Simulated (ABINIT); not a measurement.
V:

```
V
1.0
    -1.51435    1.51435    1.51435
     1.51435   -1.51435    1.51435
     1.51435    1.51435   -1.51435
V
1
Direct
  0.00000 0.00000 0.00000
```

Base run:

* Program: ABINIT 10.8.3 (patched build)
* Functional: PBEsol
* Potentials or basis: PseudoDojo NC SR PBEsol v0.4.1 standard
* Cutoff: 1034 eV
* k mesh: 16 × 16 × 16, with 2 shifts
* Occupations: fermi-dirac, width 0.1 eV
* Spin: collinear spin, ferromagnetic start
* Starting moments: [2.0] μB

Its results: pressure -12.3 GPa; net moment 0.00 μB per cell.

The run is repeated on the same cell with these changes: k mesh from 16 × 16 × 16, with 2 shifts to 9 × 9 × 9; occupations from fermi-dirac, width 0.1 eV to fermi-dirac, width 0.05 eV. What comes out?

Pressure -12.6 GPa; net moment 0.19 μB per cell; site moments V +0.12 μB.
